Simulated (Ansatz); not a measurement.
Here is an Ansatz 0.2.0 calculation.

File input.yaml:

```yaml
crystal:
  lattice:
    - [0.0, 2.72525, 2.72525]
    - [2.72525, 0.0, 2.72525]
    - [2.72525, 2.72525, 0.0]
  atoms:
    - { symbol: Ga, position: [0.0, 0.0, 0.0] }
    - { symbol: P, position: [0.75, 0.75, 0.75] }
kpoints:
  mp_grid: { grid: [6, 6, 6] }
scf:
  occupations: { method: fermi_dirac, width: 0.05 }
hamiltonian:
  xc: pbe0
  pseudopotentials: { kind: all_electron, datasets: crystal }
output:
  forces: true
  stress: true
```

Potentials or basis: all-electron PAW datasets made for the crystal.

Command:

```bash
$ ansatz run input.yaml --threads 2 --pin off --max-ram 8192MiB --backend cpu --events-out ev --progress --plain --runs-dir out
```

Predict the band gap on the k mesh.

2.96 eV, indirect (least direct gap 3.45 eV).

Predict the pressure.

0.5 GPa.

**Experimental background.**

“Stacking defects in GaP nanowires: Electronic structure and optical properties”, 2018, arxiv:1810.01194 quotes, for a bulk crystal of GaP at 10 K: band gap 2.34 eV (indirect).

A measured gap of GaP is 2.34 eV (indirect; 10 K; quoted in “Stacking defects in GaP nanowires: Electronic structure and optical properties”, 2018, arxiv:1810.01194); the calculated 2.96 eV misses it by +0.62 eV. Spin-orbit coupling on Ga is left out. The value is that of PBE0 on a finite k mesh, which can miss the band edges, without temperature or zero-point motion.
